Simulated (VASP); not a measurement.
Input of a VASP 6.6.1 run:

The input INCAR:

```
ALGO = Normal
AMIX = 0.2
AMIX_MAG = 0.8
BMIX = 1E-4
BMIX_MAG = 1E-4
EDIFF = 1E-6
EDIFFG = -0.01
ENCUT = 600
GGA = PE
IBRION = 2
ISIF = 3
ISMEAR = 1
ISPIN = 2
LASPH = True
LCHARG = False
LMAXMIX = 6
LORBIT = 11
LREAL = False
LWAVE = False
MAGMOM = 7 0
NELM = 150
NSW = 90
PREC = Accurate
SIGMA = 0.1
```

The input KPOINTS:

```
k-points
0
Gamma
  12 12 12
```

File POSCAR:

```
EuO
1.0
    0.0000000000      2.5719500000      2.5719500000
    2.5719500000      0.0000000000      2.5719500000
    2.5719500000      2.5719500000      0.0000000000
Eu O
1 1
Direct
    0.0000000000      0.0000000000      0.0000000000
    0.5000000000      0.5000000000      0.5000000000
```

Potentials or basis: VASP PAW PBE potentials, release 64 (Eu, O).

Run with:

```bash
$ cat potpaw_PBE.64/Eu/POTCAR potpaw_PBE.64/O/POTCAR > POTCAR
$ mpirun -np 1 vasp_std > vasp.out
```

Question: Estimate the site moments.

Answer: Eu +6.58; O -0.10 μB.

Question: Predict the relaxed volume.

Answer: 16.17 Å³/atom.

Question: What does it give for the relaxed cell?

Answer: a = 3.576 Å, b = 3.576 Å, c = 3.576 Å, α = 60.00°, β = 60.00°, γ = 60.00°.

Final structure:
```
Eu O
1.0
     0.00000    2.52858    2.52858
     2.52858    0.00000    2.52858
     2.52858    2.52858    0.00000
Eu O
1 1
Direct
  0.00000 0.00000 0.00000
  0.50000 0.50000 0.50000
```

Caveat: a cell with one magnetic atom can't hold antiferromagnetic order, which such compounds often take; without U or exact exchange the open f shell lies at the Fermi level, which spoils levels, moments and volumes. The state reached can hang on the start; a lower one may exist.
